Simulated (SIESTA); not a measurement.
**SnO2 (Cassiterite) under changes of volume**

One of the cells (12.161 Å³/atom); the others are scaled copies at fixed shape and fractional positions:

```xyz
6
Lattice="4.7694 0.0000 0.0000 0.0000 4.7694 0.0000 0.0000 0.0000 3.2076" Properties=species:S:1:pos:R:3 pbc="T T T"
Sn    2.3847    2.3847    1.6038
Sn    0.0000    0.0000    0.0000
O     3.8494    0.9200    1.6038
O     3.3047    3.3047    0.0000
O     0.9200    3.8494    1.6038
O     1.4647    1.4647    0.0000
```

* Program: SIESTA 5.4.2
* Functional: PBE
* Potentials or basis: PseudoDojo 0.4 standard (PBE files)
* Basis: DZP (energy shift 0.003 Ry; two zetas on semicore shells)
* Grid cutoff: 800 Ry
* Energy shift: 0.003 Ry
* k mesh: 6 × 6 × 8
* Occupations: fermi-dirac, width 0.05 eV
* Spin: no spin polarisation

```tsv
volume (Å³/atom)	energy over the lowest point (meV/atom)	pressure (GPa)	gap on the mesh (eV)	largest force (eV/Å)
11.207	166.30	35.8	1.77	0.602
11.445	118.17	29.1	1.51	0.491
11.684	79.29	23.2	1.25	0.387
12.161	?	?	?	?
12.399	9.97	8.7	0.57	0.120
12.637	0.00	4.8	0.37	0.045
```

Task: What does the run at 12.161 Å³/atom give?

Result: Energy over the lowest point 26.06 meV/atom; pressure 13.0 GPa; gap on the mesh 0.79 eV; largest force 0.202 eV/Å.

Worked out: A Birch-Murnaghan fit of order 3 (a polynomial in V^(-2/3)) to the other rows has its minimum at 12.97 Å³/atom, just outside them, with B0 = V·E''(V) = 172 GPa and B' = 4.8 at fixed shape and positions, which overstates the stiffness. It gives 26.02 meV/atom at 12.161 Å³/atom, against the run's 26.06, and -dE/dV = 13.0 GPa, against 13.0. A parabola through the other rows of the gap, of slope -11.2 eV per unit of ln V (its deformation potential) there, gives 0.79 eV, against the run's 0.79.

Energies are extrapolated to zero smearing.

Caveats: spin-orbit coupling is left out, which moves the levels of the heavy elements; the basis of atomic orbitals isn't converged, which shifts pressures, moduli and gaps.

A mesh can miss the band edges.
